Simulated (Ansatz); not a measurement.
input.yaml for AlP (Ansatz 0.2.0)

```yaml
crystal:
  lattice:
    - [0.0, 2.736483713, 2.736483713]
    - [2.736483713, 0.0, 2.736483713]
    - [2.736483713, 2.736483713, 0.0]
  atoms:
    - { symbol: Al, position: [0.0, 0.0, 0.0] }
    - { symbol: P, position: [0.75, 0.75, 0.75] }
basis:
  ecutwfc: "14 Ha"
  ecutrho_ratio: 10
kpoints:
  mp_grid: { grid: [2, 2, 2] }
hamiltonian:
  xc: pbesol
scf:
  occupations: { method: methfessel_paxton, width: 0.41 }
  n_extra_bands: 12
  mixing: { beta: 0.1 }
  max_iter: 97
output:
  forces: true
  stress: false
  eigenvalues: true
```

Command:

```bash
ansatz run input.yaml --threads 1 --pin off --max-ram 1331MiB --backend cpu --events-out ev --progress --plain --runs-dir out
```

Output, shortened (HF is the Harris–Foulkes energy, dr2 the density residual in eV):

```text
Warning: basis.ecutwfc = 380.9594 eV is below the records' recommended 420 eV, and the density's cutoff is lower with it unless basis.ecutrho_ratio is high enough to keep the records' density cutoff: compare with a run at a higher cutoff
scf.n_extra_bands = 12 over 4 filled bands (N_el = 8.0): the run solves 16 bands
Pseudopotential: Al, paw, valence charge 3, recommended cutoff 420 eV (normal)
Pseudopotential: P, paw, valence charge 5, recommended cutoff 420 eV (normal)
Crystal: 2 atoms, lattice volume = 40.983 Å³
Basis set: ecut = 380.9594 eV, 701 PW (Γ), exchange–correlation on 80×80×80 points (8 copies of the dense FFT grid, shifted against one another)
Bands: 16, of which v1, the nominal top of the filled ones, is band 4 counted from 1 (3 counted from 0)
Symmetry: 24 space group operations
Space group: F-43m (ITA 216), of the structure as read, at distance tolerance 3.4e-5 Å
k-points: 3 of 8
PAW frozen core: Al, regenerated for the run's functional, and the local potential with it (the file was generated under x = pbe(κ = 0.804, μ = 0.2195), c = pbe(β = 0.0667))
PAW frozen core: P, regenerated for the run's functional, and the local potential with it (the file was generated under x = pbe(κ = 0.804, μ = 0.2195), c = pbe(β = 0.0667))
Initial density: superposition of atomic densities, corrected by the library's trained network
SCF iter   1: HF=-1263.884573 eV  Δρ=1.29e-2  dr2=1.26e-1
SCF iter   2: HF=-1263.870602 eV  S|Δr|=    0.00e0  Δρ=1.07e-2  dr2=8.49e-2
SCF iter   3: HF=-1263.846289 eV  S|Δr|=    0.00e0  Δρ=2.40e-3  dr2=2.20e-3
SCF iter   4: HF=-1263.846852 eV  S|Δr|=    0.00e0  Δρ=7.81e-4  dr2=1.99e-4
SCF iter   5: HF=-1263.846980 eV  S|Δr|=    0.00e0  Δρ=7.33e-5  dr2=1.42e-6
SCF iter   6: HF=-1263.846980 eV  S|Δr|=    0.00e0  Δρ=8.55e-6  dr2=2.19e-8
SCF iter   7: F=-1263.846980 eV  HF=-1263.846980 eV  S|Δr|=    0.00e0  Δρ=6.63e-7  dr2=2.23e-10
SCF 1 converged in 7 iterations: F = -1263.846980 eV  dr2 = 2.23e-10
SCF converged after 7 iterations
Stability not checked: this state was not tested for a lower state beside it, because cold or Methfessel-Paxton smearing, or corrected tetrahedra, fill the levels in a way that the test cannot read (fill_not_monotonic; see scf.lower_state_search)
Free energy (F): -1263.846980 eV
E sigma→0 (E₀):  -1263.855263 eV
Entropy (-TS):   0.033132 eV (16.566 meV/atom)
Fermi energy:    5.914945 eV
Step filling:    the computed levels leave a gap of 1.2073 eV = 2.9 smearing widths at the electron count; against every level under it full and every level over it empty, smearing changes F+E_penalty+E_count by +6.973 meV and its σ→0 estimate by -1.310 meV
--- Forces (eV/Å), atoms counted from 1 ---
  atom   1  Al    -0.00000000     0.00000000     0.00000000
  atom   2  P      0.00000000    -0.00000000     0.00000000
```

The inputs are trials, many of them unsound on purpose. Their numbers show the effect of the settings and aren't properties of the material.